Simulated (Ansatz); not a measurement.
Ansatz input file:

```yaml
crystal:
  lattice:
    - [2.91, 0.0, 0.0]
    - [0.0, 2.91, 0.0]
    - [0.0, 0.0, 2.91]
  atoms:
    - { symbol: Al, position: [0.0, 0.0, 0.0] }
    - { symbol: Fe, position: [0.5, 0.5, 0.5], spin: 0.75 }
basis:
  ecutwfc: 420
kpoints:
  mp_grid: { grid: [14, 14, 14] }
hamiltonian:
  xc: pbesol
scf:
  occupations: { method: gaussian, width: 0.1 }
output:
  forces: true
  stress: true
  eigenvalues: true
  populations: true
magnetization:
  spin_polarized: true
```

Command:
```bash
ansatz run input.yaml --threads 1 --pin off --max-ram 2560MiB --backend cpu --events-out ev --progress --plain --runs-dir out
```

Method: DFT PBEsol, scalar-relativistic, plane waves, PAW in Ansatz 0.2.0.

Part of what the program printed, abridged:

```
Pseudopotentials: kind: paw
Pseudopotential: Al, paw, valence charge 3, recommended cutoff 420 eV (normal)
Pseudopotential: Fe, paw, valence charge 16, recommended cutoff 420 eV (normal)
Functional definition: PBEsol
Crystal: 2 atoms, lattice volume = 24.642 Å³
Basis set: ecut = 420 eV, 461 PW (Γ), exchange–correlation on 40×40×40 points (8 copies of the dense FFT grid, shifted against one another)
Bands: 14, of which v1, the nominal top of the filled ones, is band 10 counted from 1 (9 counted from 0)
Symmetry: 48 space group operations
Space group: Pm-3m (ITA 221), of the structure as read, at distance tolerance 2.9e-5 Å
Magnetic group: BNS 221.92 (UNI 1594), of the structure as read, at distance tolerance 2.9e-5 Å
k-points: 120 of 2744
Initial density: superposition of atomic densities (chi_scale 0.1, normalization cell)
Starting moments: Σ|m| = 0.75 μB on 1 of 2 sites
Initial wavefunctions: pseudopotential atomic-orbital guess
Functional: x = pbesol(κ = 0.804, μ = 0.12345679), c = pbesol(β = 0.046)
SCF iter   1: F=—  HF=-4973.710401 eV  |F-HF|=—  |Δ(HF+E_count)|=         —  Δρ=6.58e-2 (↑4.35e-2 ↓6.58e-2) dr2=1.70e0  dr2_m=7.77e-2  M=0.870 μB ∫|m|=0.942 μB  β_m=0.30  ethr=3.10e-3  ⟨swp⟩=4.1  Hψ=15493  notcnv=0
Mixer restart at iter 1: flushing history
SCF iter   2: F=—  HF=-4973.042870 eV  |F-HF|=—  |Δ(HF+E_count)|=   6.68e-1  Δρ=2.22e-2 (↑2.22e-2 ↓2.05e-2) dr2=1.77e-1  dr2_m=4.99e-2  M=0.860 μB ∫|m|=0.955 μB  β_m=0.34  ethr=3.10e-3  ⟨swp⟩=2.7  Hψ=7814  notcnv=0  defer=43
SCF iter   3: F=—  HF=-4973.411786 eV  |F-HF|=—  |Δ(HF+E_count)|=   3.69e-1  Δρ=1.60e-2 (↑1.60e-2 ↓8.67e-3) dr2=9.52e-2  dr2_m=1.61e-2  M=0.835 μB ∫|m|=0.939 μB  β_m=0.63  ethr=9.30e-4  ⟨swp⟩=2.0  Hψ=4614  notcnv=0  defer=45
SCF iter   4: F=—  HF=-4973.982531 eV  |F-HF|=—  |Δ(HF+E_count)|=   5.71e-1  Δρ=1.03e-2 (↑3.11e-3 ↓1.03e-2) dr2=4.23e-2  dr2_m=3.74e-3  M=0.746 μB ∫|m|=0.865 μB  β_m=0.82  ethr=5.01e-4  ⟨swp⟩=2.8  Hψ=6781  notcnv=0  defer=36
SCF iter   5: F=—  HF=-4974.035159 eV  |F-HF|=—  |Δ(HF+E_count)|=   5.26e-2  Δρ=1.25e-3 (↑4.09e-4 ↓1.25e-3) dr2=7.56e-4  dr2_m=7.17e-5  M=0.713 μB ∫|m|=0.826 μB  β_m=0.88  ethr=2.23e-4  ⟨swp⟩=2.3  Hψ=6297  notcnv=0  defer=41
SCF iter   6: F=—  HF=-4974.037797 eV  |F-HF|=—  |Δ(HF+E_count)|=   2.64e-3  Δρ=5.24e-4 (↑5.24e-4 ↓1.29e-4) dr2=2.74e-5  dr2_m=2.23e-5  M=0.705 μB ∫|m|=0.816 μB  β_m=0.94  ethr=3.98e-6  ⟨swp⟩=2.5  Hψ=6052  notcnv=0  defer=36
SCF iter   7: F=—  HF=-4974.037792 eV  |F-HF|=—  |Δ(HF+E_count)|=   4.13e-6  Δρ=2.75e-4 (↑5.00e-5 ↓2.75e-4) dr2=1.23e-5  dr2_m=5.64e-6  M=0.705 μB ∫|m|=0.815 μB  β_m=0.97  ethr=1.44e-7  ⟨swp⟩=2.2  Hψ=4477  notcnv=0  defer=36
SCF iter   8: F=—  HF=-4974.037792 eV  |F-HF|=—  |Δ(HF+E_count)|=   2.96e-7  Δρ=6.04e-5 (↑6.04e-5 ↓4.04e-5) dr2=2.45e-6  dr2_m=2.51e-8  M=0.704 μB ∫|m|=0.814 μB  β_m=0.98  ethr=6.47e-8  ⟨swp⟩=2.0  Hψ=4478  notcnv=0  defer=36
SCF iter   9: F=—  HF=-4974.037792 eV  |F-HF|=—  |Δ(HF+E_count)|=   1.62e-7  Δρ=1.24e-5 (↑1.24e-5 ↓3.66e-6) dr2=1.35e-8  dr2_m=1.20e-8  M=0.704 μB ∫|m|=0.814 μB  β_m=0.92  ethr=1.29e-8  ⟨swp⟩=2.0  Hψ=4263  notcnv=0  defer=36
SCF iter  10: F=-4974.037792 eV  HF=-4974.037792 eV  |F-HF|=4.00e-11  |Δ(HF+E_count)|=   3.08e-9  Δρ=7.32e-7 (↑3.75e-7 ↓7.32e-7) dr2=4.71e-11  dr2_m=1.03e-11  M=0.704 μB ∫|m|=0.814 μB  ethr=7.12e-11  ⟨swp⟩=2.2  Hψ=10762  notcnv=0
SCF 1 converged in 10 iterations: F = -4974.037792 eV  dr2 = 4.71e-11
SCF converged after 10 iterations
Magnetization: 0.7042 μB (9.8521 up, 9.1479 down)
Absolute magnetization: 0.8139 μB (∫|ρ↑−ρ↓|, with the PAW one-centre terms)
Spin contamination: 0.0084 ħ² per cell (⟨S²⟩ above its minimum at these occupations)
Per-site moments (μB) at R_I (Å): [(-0.02931931, 1.03955524), (0.74319537, 1.03955524)]
Free energy (F): -4974.037792 eV
Harris-Foulkes:  -4974.037792 eV  (|F-HF|=4.00e-11)
Internal energy: -4974.025532 eV  (E = F + TS)
E sigma→0 (E₀):  -4974.031662 eV
Entropy (-TS):   -0.012260 eV (-6.130 meV/atom)
Fermi energy:    13.369683 eV
--- Per-component energies (eV) ---
  E_band       = -258.893979
  E_kinetic    = 380.258728
  E_local      = -2785.022514  (includes V_loc(G=0)·N_el)
  E_nonlocal   = 228.211398
  E_hartree    = 1200.860878
  E_xc         = -158.147321
  E_vxc        = -182.707934  (∫ρ·V_xc dr)
  E_paw        = -1789.624718  (= ΣΔE_a)
  E_vpaw       = -301.356069  (= ΣTr[D̂ρ^β])
  E_aug_tail   = 0.000779  (compensation charges beyond the density's cutoff)
  E_ewald      = -2050.761102
  E_core_change = 0.198341  (= ΣΔE_core)
  E_smearing   = -0.012260  (= −TS)
--- Forces (eV/Å), atoms counted from 1 ---
  atom   1  Al     0.00000000     0.00000000     0.00000000
  atom   2  Fe     0.00000000     0.00000000     0.00000000
--- Stress (GPa, compression-positive) ---
      -11.120589       0.000000       0.000000
        0.000000     -11.120589       0.000000
        0.000000       0.000000     -11.120589
  P = ⅓ Tr σ = -11.1206 GPa (-111.206 kbar)
--- Band table (eV; the first three rows and the last of 240) ---
  k-point 0 ↑: bands = ["-73.0517", "-39.2452", "-39.2452", "-39.2452", "3.1205", "10.9129", "10.9129", "12.9835", "12.9835", "12.9835", "19.4445", "19.4445", "19.4445", "22.4566"]
  k-point 1 ↑: bands = ["-73.0515", "-39.2479", "-39.2450", "-39.2450", "3.2141", "10.9049", "10.9396", "12.9284", "12.9284", "12.9892", "18.6301", "19.5794", "19.5794", "22.4356"]
  k-point 2 ↑: bands = ["-73.0510", "-39.2553", "-39.2444", "-39.2444", "3.4929", "10.8523", "11.0156", "12.7816", "12.7816", "13.0051", "17.2118", "19.9667", "19.9667", "22.3740"]
  k-point 119 ↓: bands = ["-72.2200", "-38.4868", "-38.4868", "-38.4868", "10.2622", "10.2622", "10.2622", "14.3492", "14.3492", "16.2803", "16.2803", "16.2803", "17.1862", "19.4846"]
--- Löwdin populations: 2 sites ---
  site symbol q [e]    m [muB]
     0     Al      3.1605    -0.0672
     1     Fe     15.6804     0.7722
  spilling = 0.008372 (of n_electrons = 19.000000)
```

The run converged.

It took 7.4 s on 1 thread of Arm Neoverse V1, on a shared host, peak memory 0.35 GiB.

Only parallel moments were tried here.